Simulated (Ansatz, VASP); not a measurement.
## One calculation of Si, two programs

```
CELL_PARAMETERS angstrom
0.00000 2.73489 2.73489
2.73489 0.00000 2.73489
2.73489 2.73489 0.00000
ATOMIC_POSITIONS crystal
Si 0.75000 0.75000 0.75000
Si 0.50000 0.50000 0.50000
```

Alike in both runs: functional PBE; k mesh 8 × 8 × 8; no spin polarisation.

Ansatz relaxed the structure, and its values are those at the end. VASP's run is a single point on that final structure, the one shown.

|  | VASP | Ansatz |
| --- | --- | --- |
| version | VASP 6.6.1 | Ansatz 0.2.0 |
| potentials or method | VASP PAW PBE potentials, release 64 (Si) | scalar-relativistic, plane waves, PAW |
| plane-wave cutoff (eV) | 520 | 420 |
| occupations | gaussian, width 0.01 eV | fixed |
| valence electrons in the cell | 8 | 8 |

VASP gave:

* gap on the k mesh at the Fermi level (eV): 0.65
* least direct gap on the mesh (eV): 2.56
* pressure (GPa): 0.0

Problem. Which values does Ansatz return?

Solution. gap on the k mesh at the Fermi level (eV): 0.65; least direct gap on the mesh (eV): 2.55; pressure (GPa): 0.0.

A k mesh can miss the band edges. As with any semilocal functional, this PBE gap is likely too small.
